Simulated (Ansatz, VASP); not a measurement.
# TePb: 3 runs at one level of theory

The starting cell:

```
Pb Te
1.0
     0.00000    3.23100    3.23100
     3.23100    0.00000    3.23100
     3.23100    3.23100    0.00000
Pb Te
1 1
Direct
  0.00000 0.00000 0.00000
  0.50000 0.50000 0.50000
```

Alike in all runs: task relaxation of cell and atoms; functional PBEsol; k mesh 7 × 7 × 7; occupations fermi-dirac, width 0.05 eV; no spin polarisation; no spin-orbit coupling.

```tsv
program and potentials	plane-wave cutoff (eV)	notes	equilibrium volume (Å³/atom)
Ansatz, Ansatz PAW	420	potentials made for PBE, which Ansatz adapts in part; 15 valence electrons an atom on average	33.42
Ansatz, all-electron LAPW, scalar-relativistic	-	-	33.42
VASP, PBE PAW files Pb_d, Te, 600 eV	600	potentials made for PBE; 10 valence electrons an atom on average	33.42
```

All agree on the equilibrium volume. Relaxations stop with a little pressure left, so the last digit of a volume isn't settled.

The functional is the same throughout but for its coding, so the spread measures potentials, basis and numerics; runs on potential files found faulty are left out.

The equilibrium volume of PbTe is insensitive to the choice between these two PAW descriptions and the all-electron one. Treating 15 rather than 10 electrons an atom as valence brings no visible change, which suggests that the additional shells are too compact and too deep in energy to respond much to bonding. The lattice spacing is set mainly by ionic attraction and Pb 6p–Te 5p overlap, balanced against closed-shell repulsion, while the Pb 6s electrons lie low and contribute little net bonding. The match with the all-electron result also suggests that cores constructed for PBE carry over well to PBEsol here, probably because the change of functional alters the valence density and its gradient contribution more than the core's shape. The relaxed cell is slightly smaller than the starting one. Agreement at the minimum doesn't establish equal curvature around it, so the bulk modulus and the soft transverse optical mode, for which PbTe is known, would need separate comparison.
